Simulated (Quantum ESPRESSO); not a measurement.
## PbS (Galena) in Quantum ESPRESSO: the effect of functional

The system is PbS (Galena).

```
CELL_PARAMETERS angstrom
0.00000 2.96575 2.96575
2.96575 0.00000 2.96575
2.96575 2.96575 0.00000
ATOMIC_POSITIONS crystal
Pb 0.00000 0.00000 0.00000
S 0.50000 0.50000 0.50000
```

Alike in all runs:

- Program: Quantum ESPRESSO 7.5
- Task: phonons
- Cutoff: 762 eV
- Density cutoff: 3048 eV
- k mesh: 6 × 6 × 6, shifted
- Occupations: fermi-dirac, width 0.05 eV
- Spin: no spin polarisation

Each run relaxes the cell or the atoms first.

One run gave: relaxed volume 25.79 Å³/atom; dielectric constant 17.27 mean; highest phonon frequency 80 cm⁻¹. Which functional did it use?
A. vdW-DF-cx
B. WC
C. revPBE
D. PBE
E. RPBE

B.

```csv
functional,potentials or basis,relaxed volume (Å³/atom),dielectric constant (mean),highest phonon frequency (cm⁻¹)
LDA,PseudoDojo 0.4.1 SR LDA standard,24.97,18.62,84
PBE,PseudoDojo 0.4.1 SR PBE standard,27.12,14.91,50
revPBE,PseudoDojo 0.4.1 SR PBE standard,27.80,13.96,26
RPBE,PseudoDojo 0.4.1 SR PBE standard,28.07,13.62,-1
WC,PseudoDojo 0.4.1 SR PBE standard,25.79,17.27,80
vdW-DF-cx,PseudoDojo 0.4.1 SR PBE standard,26.01,16.48,83
```

Caveats: the potentials were made for another functional, which shifts forces and pressure (some runs).
